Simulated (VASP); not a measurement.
# Mg: relaxation of the atoms with TPSS+D3(BJ)

Crystal: Mg.

```
Mg
1.0
    -1.81118    1.81118    1.65671
     1.81118   -1.81118    1.65671
     1.81118    1.81118   -1.65671
Mg
1
Direct
  0.00000 0.00000 0.00000
```

This isn't the form of Mg at room conditions, which is hcp.

The cell isn't the ideal one: volume scaled by 0.96.

```
Program                : VASP 6.6.1
Task                   : relaxation of the atoms
Functional             : TPSS
Dispersion             : D3(BJ)
Potentials or basis    : VASP PAW PBE potentials, release 54 (Mg)
Cutoff                 : 520 eV
k mesh                 : 11 × 11 × 11
Occupations            : methfessel-paxton, width 0.2 eV
Spin                   : no spin polarisation
Optimiser              : BFGS
Further INCAR settings : ALGO = Normal; EDIFF = 1.00e-07
```

```
Pressure after relaxing    : -1.3 GPa
Band gap on the k mesh     : none (metal or under the smearing width)
Dispersion energy per atom : -0.431 eV
```

Stress tensor (GPa, compression positive):
```
-1.59  0.00  0.00
 0.00 -1.59  0.00
 0.00  0.00 -0.69
```

Final structure:
```
Mg
1.0
    -1.81118    1.81118    1.65671
     1.81118   -1.81118    1.65671
     1.81118    1.81118   -1.65671
Mg
1
Cartesian
  0.0000 0.0000 0.0000
```

Levels at points of the mesh, in eV from the Fermi level:
```csv
k point,band 1,band 2,band 3,band 4
"(0.00, 0.00, 0.00)",-7.23,12.20,14.12,14.12
```

Wall time 69 s on 1 thread of Intel(R) Xeon(R) Platinum 8488C (Sapphire Rapids), with other jobs on the host, peak memory 0.16 GiB.

Caveat: the relaxation stopped at its first step, so nothing moved; the PAW data sets were made with another functional, which shifts forces and pressure a little; pairwise dispersion overbinds metals, which lowers pressure and volume.
